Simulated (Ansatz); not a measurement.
# AlNi: stress in a strained cell

AlNi is deformed so: zz strain of +2 %. What stress and forces result, by LAPW, PAW and all-electron datasets made for the crystal?

Method: DFT PBE, scalar-relativistic, in Ansatz 0.2.0.

### Step 1. The starting structure

It takes space group Pm-3m (No. 221, cubic). The conventional cell has a = 2.881 Å, b = 2.881 Å, c = 2.881 Å, α = 90.00°, β = 90.00°, γ = 90.00°. Al (site symmetry m-3m) is surrounded by 8 Ni at 2.50 Å. Ni (site symmetry m-3m) has 8 Al at 2.50 Å as nearest neighbours.

Structure file:

```cif
data_structure
_symmetry_space_group_name_H-M 'P 1'
_symmetry_Int_Tables_number 1
_cell_length_a 2.8810
_cell_length_b 2.8810
_cell_length_c 2.8810
_cell_angle_alpha 90.000
_cell_angle_beta 90.000
_cell_angle_gamma 90.000
_cell_volume 23.91
loop_
_atom_site_label
_atom_site_type_symbol
_atom_site_fract_x
_atom_site_fract_y
_atom_site_fract_z
_atom_site_occupancy
Al1 Al 0.00000 0.00000 0.00000 1
Ni1 Ni 0.50000 0.50000 0.50000 1
```

Atoms are numbered in the order of the input: Al1, Ni2.

### Step 2. After the deformation

Space group Pm-3m before, P4/mmm after.

### Step 3. Full-potential LAPW

Contents of input.yaml:

```yaml
crystal:
  lattice:
    - [2.881, 0.0, 0.0]
    - [0.0, 2.881, 0.0]
    - [0.0, 0.0, 2.93862]
  atoms:
    - { symbol: Al, position: [0.0, 0.0, 0.0] }
    - { symbol: Ni, position: [0.5, 0.5, 0.5], spin: 1.5 }
magnetization:
  spin_polarized: true
kpoints:
  mp_grid: { grid: [13, 13, 13] }
  band_path:
    path:
      - [0.0, 0.0, 0.0]
      - [0.0, 0.5, 0.0]
      - [0.5, 0.5, 0.0]
      - [0.0, 0.0, 0.0]
      - [0.0, 0.0, 0.5]
      - [0.0, 0.5, 0.5]
      - [0.5, 0.5, 0.5]
      - [0.0, 0.0, 0.5]
      - [0.0, 0.5, 0.0]
    npoints: 5
scf:
  occupations: { method: fermi_dirac, width: 0.05 }
hamiltonian:
  xc: pbe
  pseudopotentials: { kind: all_electron, lapw: { basis_error: 0.0005 } }
output:
  forces: true
  stress: true
  eigenvalues: true
```

Started as:

```console
ansatz run input.yaml --threads 1 --pin off --max-ram 3072MiB --backend cpu --events-out ev --progress --plain --runs-dir out
```

### Step 4. Frozen-core PAW

Contents of input.yaml:

```yaml
crystal:
  lattice:
    - [2.881, 0.0, 0.0]
    - [0.0, 2.881, 0.0]
    - [0.0, 0.0, 2.93862]
  atoms:
    - { symbol: Al, position: [0.0, 0.0, 0.0] }
    - { symbol: Ni, position: [0.5, 0.5, 0.5], spin: 1.5 }
magnetization:
  spin_polarized: true
kpoints:
  mp_grid: { grid: [13, 13, 13] }
scf:
  occupations: { method: fermi_dirac, width: 0.05 }
hamiltonian:
  xc: pbe
  pseudopotentials: { kind: paw }
output:
  forces: true
  stress: true
  eigenvalues: true
  efg: { contact_densities: true }
```

### Step 5. Datasets made for this crystal

Edit input.yaml of step 4 so:

```diff
@@ -16,3 +16,3 @@
   xc: pbe
-  pseudopotentials: { kind: paw }
+  pseudopotentials: { kind: all_electron, datasets: crystal }
 output:
```

(Steps that only read results are left out.)

What does the calculation give? Wanted: pressure; largest shear or deviatoric stress.

As calculated:

```
                                 quantity                                              value
                                 pressure  LAPW -1.23, PAW -1.19, crystal datasets -1.23 GPa
largest shear or deviatoric stress (LAPW)                                           1.08 GPa
```

The largest part of the stress beyond the pressure is 1.08 GPa in size, in the zz component; the atoms are carried along and not relaxed. No run of the undeformed cell stands beside it, so the pressure holds what the given cell had before the change. PAW: stress within 0.04 GPa of LAPW. Crystal datasets: stress within 0.01 GPa of LAPW.
